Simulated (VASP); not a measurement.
# ZnH (F-43m) in VASP: reference runs

Aim: a first look at ZnH with PBE, on the cell as given.

All numbers are computed with VASP 6.6.1; they aren't measurements. Logs are shortened: lines on timing, memory, paths and dates and some standing lists are left out, and cuts for length are marked.

**1. Starting point**

It takes space group F-43m (No. 216, cubic). The conventional cell has a = 4.669 Å, b = 4.669 Å, c = 4.669 Å, α = 90.00°, β = 90.00°, γ = 90.00°. Zn (site symmetry -43m) is surrounded by 4 H at 2.02 Å. H (site symmetry -43m) is surrounded by 4 Zn at 2.02 Å.

The cell was built by a generator and needn't be a form met in nature.

**2. Single point, PBE**

INCAR reads:

```
PREC = Accurate
ENCUT = 520
EDIFF = 1E-7
ISMEAR = -1
SIGMA = 0.05
LREAL = False
LASPH = True
NELM = 60
ALGO = Normal
ISIF = 2
LWAVE = False
LCHARG = False
GGA = PE
NBANDS = 14
```

KPOINTS reads:

```
Automatic mesh
0
Gamma
  10 10 10
```

POSCAR reads:

```
ZnH
1.0
    0.0000000000      2.3347076100      2.3347076100
    2.3347076100      0.0000000000      2.3347076100
    2.3347076100      2.3347076100      0.0000000000
Zn H
1 1
Direct
    0.0000000000      0.0000000000      0.0000000000
    0.2500000000      0.2500000000      0.2500000000
```

Potentials or basis: VASP PAW PBE potentials, release 64 (Zn, H).

Started as:

```console
cat potpaw_PBE.64/Zn/POTCAR potpaw_PBE.64/H/POTCAR > POTCAR
mpirun -np 1 vasp_std > vasp.out
```

OUTCAR:

```text
PREC = Accurate
   ENCUT = 520
   EDIFF = 1E-7
   ISMEAR = -1
   LREAL = False
   LASPH = True
   NELM = 60
   ISIF = 2
   GGA = PE

 ion  position               nearest neighbor table
   1  0.000  0.000  0.000-
   2  0.250  0.250  0.250-

  LATTYP: Found a face centered cubic cell.
 ALAT       =     4.6694152200

  Lattice vectors:

 A1 = (   0.0000000000,   2.3347076100,   2.3347076100)
 A2 = (   2.3347076100,   0.0000000000,   2.3347076100)
 A3 = (   2.3347076100,   2.3347076100,   0.0000000000)

Analysis of symmetry for initial positions (statically):
=====================================================================
 Subroutine PRICEL returns:
 Original cell was already a primitive cell.

 Routine SETGRP: Setting up the symmetry group for a
 face centered cubic supercell.

 Subroutine GETGRP returns: Found 24 space group operations
 (whereof 24 operations were pure point group operations)
 out of a pool of 48 trial point group operations.

The static configuration has the point symmetry T_d .

Analysis of symmetry for dynamics (positions and initial velocities):
=====================================================================
 Subroutine PRICEL returns:
 Original cell was already a primitive cell.

 Routine SETGRP: Setting up the symmetry group for a
 face centered cubic supercell.

 Subroutine GETGRP returns: Found 24 space group operations
 (whereof 24 operations were pure point group operations)
 out of a pool of 48 trial point group operations.

The dynamic configuration has the point symmetry T_d .

 Subroutine INISYM returns: Found 24 space group operations
 (whereof 24 operations are pure point group operations),
 and found     1 'primitive' translations

----------------------------------------------------------------------------------------

                                     Primitive cell

  volume of cell :      25.4523

  direct lattice vectors                    reciprocal lattice vectors
     0.000000000  2.334707610  2.334707610    -0.214159579  0.214159579  0.214159579
     2.334707610  0.000000000  2.334707610     0.214159579 -0.214159579  0.214159579
     2.334707610  2.334707610  0.000000000     0.214159579  0.214159579 -0.214159579

  length of vectors
     3.301775166  3.301775166  3.301775166     0.370935273  0.370935273  0.370935273

  position of ions in fractional coordinates (direct lattice)
     0.000000000  0.000000000  0.000000000
     0.250000000  0.250000000  0.250000000

  ion indices of the primitive-cell ions
   primitive index   ion index
                 1           1
                 2           2

----------------------------------------------------------------------------------------

 KPOINTS: Automatic mesh

Automatic generation of k-mesh.
 Grid dimensions read from file:
 generate k-points for:   10   10   10

 Generating k-lattice:

  Cartesian coordinates                     Fractional coordinates (reciprocal lattice)
    -0.021415958  0.021415958  0.021415958     0.100000000  0.000000000  0.000000000
     0.021415958 -0.021415958  0.021415958     0.000000000  0.100000000  0.000000000
     0.021415958  0.021415958 -0.021415958     0.000000000  0.000000000  0.100000000

  Length of vectors
     0.037093527  0.037093527  0.037093527

  Shift w.r.t. Gamma in fractional coordinates (k-lattice)
     0.000000000  0.000000000  0.000000000

 Subroutine IBZKPT returns following result:
 ===========================================

 Found     47 irreducible k-points:

 Following reciprocal coordinates:
            Coordinates               Weight
  0.000000  0.000000  0.000000      1.000000
  0.100000  0.000000  0.000000      8.000000
  0.200000  0.000000  0.000000      8.000000
  0.300000  0.000000  0.000000      8.000000
  0.400000  0.000000  0.000000      8.000000
  0.500000  0.000000  0.000000      4.000000
[... 16 lines left out ...]
  0.300000  0.300000  0.000000      6.000000
  0.400000  0.300000  0.000000     24.000000
 [... further k-points ...]
   k-points           NKPTS =     47   k-points in BZ     NKDIM =     47   number of bands    NBANDS=     14
   number of dos      NEDOS =    301   number of ions     NIONS =      2
   total plane-waves  NPLWV =  21952
   dimension x,y,z NGX =    28 NGY =   28 NGZ =   28
   dimension x,y,z NGXF=    56 NGYF=   56 NGZF=   56
   ions per type =               1   1
   NGX,Y,Z   is equivalent  to a cutoff of  14.10, 14.10, 14.10 a.u.
   NGXF,Y,Z  is equivalent  to a cutoff of  28.20, 28.20, 28.20 a.u.
 SYSTEM =  unknown system
   PREC   = accura    normal or accurate (medium, high low for compatibility)
   ISTART =      0    job   : 0-new  1-cont  2-samecut
   ICHARG =      2    charge: 1-file 2-atom 10-const
   ISPIN  =      1    spin polarized calculation?
   LNONCOLLINEAR =      F non collinear calculations
   LSORBIT =      F    spin-orbit coupling
   LASPH  =      T    aspherical Exc in radial PAW
   ENCUT  =  520.0 eV  38.22 Ry    6.18 a.u.   6.14  6.14  6.14*2*pi/ulx,y,z
   NELM   =     60;   NELMIN=  2; NELMDL= -5     # of ELM steps
   EDIFF  = 0.1E-06   stopping-criterion for ELM
   LREAL  =      F    real-space projection
   EDIFFG = 0.1E-05   stopping-criterion for IOM
   NSW    =      0    number of steps for IOM
   IBRION =     -1    ionic relax: 0-MD 1-quasi-New 2-CG
   NFREE  =      0    steps in history (QN), initial steepest desc. (CG)
   ISIF   =      2    stress and relaxation
   ISYM   =      2    0-nonsym 1-usesym 2-fastsym
   POTIM  = 0.5000    time-step for ionic-motion
   TEBEG  =    0.0;   TEEND  =   0.0 temperature during run
   PSTRESS=    0.0 pullay stress
   NELECT =      13.0000    total number of electrons
   NUPDOWN=      -1.0000    fix difference up-down
   EMIN   =  10.00;   EMAX   =-10.00  energy-range for DOS
   EFERMI =   0.00;   METHOD = LEGACY
   ISMEAR =    -1;   SIGMA  =   0.05  broadening in eV -4-tet -1-fermi 0-gaus
   EFERMI_NEDOS =   21; number of points for ismear=-14 and -15
   IALGO  =     38    algorithm
   IMIX   =      4    mixing-type and parameters
     AMIX     =   0.40;   BMIX     =  1.00
     AMIX_MAG =   1.60;   BMIX_MAG =  1.00
  volume/ion in A,a.u.               =      12.73        85.88
  Fermi-wavevector in a.u.,A,eV,Ry     =   1.308620  2.472933 23.299780  1.712485
  Thomas-Fermi vector in A             =   2.439274
   LORBIT       =      0    0 simple, 1 ext, 2 COOP (PROOUT), +10 PAW based schemes
   GGA     = PE    functional components
   LHFCALC =     F    Hartree Fock is set to
   AEXX    =    0.0000 exact exchange contribution
   IVDW    =     0    specifies the selected vdW correction
   LEPSILON=     F    determine dielectric tensor
   LRPA    =     F    only Hartree local field effects (RPA)
 non-spin polarized calculation
  energy-cutoff  :      520.00
  volume of cell :       25.45
 maximum number of plane-waves:       701
 NGX is ok and might be reduce to    28
   NGX = 13   NGY = 13   NGZ = 13

 number of electron      12.9999989 magnetization

 Free energy of the ion-electron system (eV)
  ---------------------------------------------------
  ext. energy  EPLUGINS =         0.00000000
  ---------------------------------------------------
  free energy    TOTEN  =        -3.47997739 eV

  energy without entropy =       -3.47546926  energy(sigma->0) =       -3.47772332

 E-fermi :   0.9885     XC(G=0):  -9.7246

 val. band max:        0.8740649105   @ k =   0.4000   0.1000   0.0000
 cond. band min:       1.0521378336   @ k =  -0.4000   0.4000   0.2000
 fundamental gap:      0.1780729231
 Fermi energy:         0.9884528524

 k-point     1 :       0.0000    0.0000    0.0000
  band No.  band energies     occupation
      1      -8.4194      2.00000
      2      -6.0540      2.00000
      3      -6.0540      2.00000
      4      -6.0540      2.00000
      5      -5.8759      2.00000
      6      -5.8759      2.00000
      7       6.7343      0.00000
      8      12.5355      0.00000
      9      12.5355      0.00000
     10      12.5355      0.00000
     11      14.9218      0.00000
     12      14.9218      0.00000
     13      14.9218      0.00000
     14      18.3718      0.00000

 k-point     2 :       0.1000    0.0000    0.0000
  band No.  band energies     occupation
      1      -8.2375      2.00000
      2      -6.0580      2.00000
      3      -6.0406      2.00000
      4      -6.0406      2.00000
      5      -5.8783      2.00000
      6      -5.8783      2.00000
      7       6.3027      0.00000
      8      10.6546      0.00000
      9      12.0203      0.00000
     10      12.0203      0.00000
     11      15.6587      0.00000
     12      15.6587      0.00000
     13      16.6482      0.00000
     14      18.5436      0.00000

 k-point     3 :       0.2000    0.0000    0.0000
  band No.  band energies     occupation
      1      -7.7359      2.00000
      2      -6.0201      2.00000
      3      -6.0167      2.00000
      4      -6.0167      2.00000
      5      -5.8727      2.00000
      6      -5.8727      2.00000
      7       4.6899      0.00000
      8       9.1027      0.00000
      9      11.2502      0.00000
     10      11.2502      0.00000
     11      16.2622      0.00000
     12      16.2622      0.00000
     13      17.0303      0.00000
     14      18.5430      0.00000
[... 324 lines left out ...]
 k-point    23 :       0.3000    0.3000    0.0000
  band No.  band energies     occupation
      1      -6.8293      2.00000
      2      -6.1292      2.00000
      3      -5.8695      2.00000
      4      -5.8695      2.00000
      5      -5.8065      2.00000
      6      -5.4944      2.00000
      7       3.6603      0.00000
      8       7.4539      0.00000
      9       7.4539      0.00000
     10       7.8461      0.00000
     11      10.8438      0.00000
     12      19.7972      0.00000
     13      22.5796      0.00000
     14      22.5796      0.00000

 k-point    24 :       0.4000    0.3000    0.0000
  band No.  band energies     occupation
      1      -6.6984      2.00000
      2      -6.1430      2.00000
      3      -5.8777      2.00000
      4      -5.8516      2.00000
      5      -5.7791      2.00000
      6      -4.7432      2.00000
      7       2.4702      0.00000
      8       5.4123      0.00000
      9       7.0508      0.00000
     10       8.1766      0.00000
     11      11.3076      0.00000
     12      19.7189      0.00000
     13      21.8854      0.00000
     14      24.1856      0.00000

 [... further k-points ...]
[... 5 lines left out ...]
  --------------------------------------------------------------------------------------
  -------------------------------------------------------------------------------------
  Total       -0.8426113     -0.8426113     -0.8426113      0.0000000      0.0000000     -0.0000000
  in kB      -53.0408371    -53.0408371    -53.0408371      0.0000000      0.0000000     -0.0000000
  external PRESSURE =     -53.0408371 kB  Pullay stress =       0.0000000 kB

 VOLUME and BASIS-vectors are now :
 -----------------------------------------------------------------------------
  energy-cutoff  :      520.00
  volume of cell :       25.45
      direct lattice vectors                 reciprocal lattice vectors
     0.000000000  2.334707610  2.334707610    -0.214159579  0.214159579  0.214159579
     2.334707610  0.000000000  2.334707610     0.214159579 -0.214159579  0.214159579
     2.334707610  2.334707610  0.000000000     0.214159579  0.214159579 -0.214159579

 POSITION                                       TOTAL-FORCE (eV/Angst)
 -----------------------------------------------------------------------------------
      0.00000      0.00000      0.00000         0.000000      0.000000     -0.000000
      1.16735      1.16735      1.16735        -0.000000     -0.000000      0.000000
 -----------------------------------------------------------------------------------
    total drift:                               -0.000000     -0.000000     -0.000000

  FREE ENERGIE OF THE ION-ELECTRON SYSTEM (eV)
  ---------------------------------------------------
  free  energy   TOTEN  =        -3.4799773902 eV

  energy  without entropy=       -3.4754692595  energy(sigma->0) =       -3.47772332
```

Wall time 25 s (1 thread of AMD EPYC 7R43 (Zen 3), shared host); peak memory 0.13 GiB.

Results:

| Property | Result |
| --- | --- |
| Free energy | -3.4800 eV |
| Pressure | -5.3 GPa |
| Band gap on the k mesh | none (metal or under the smearing width) |

Levels at points of the mesh, in eV from the Fermi level:
| k point | band 3 | band 4 | band 5 | band 6 | band 7 | band 8 | band 9 | band 10 |
| --- | --- | --- | --- | --- | --- | --- | --- | --- |
| (0.00, 0.00, 0.00) | -7.04 | -7.04 | -6.86 | -6.86 | 5.75 | 11.55 | 11.55 | 11.55 |
| (0.50, 0.00, 0.00) | -7.02 | -6.76 | -6.76 | -4.92 | -2.22 | 7.33 | 9.23 | 9.23 |
| (0.50, 0.50, 0.00) | -6.76 | -6.75 | -6.75 | -4.12 | -0.62 | 5.16 | 5.19 | 5.19 |
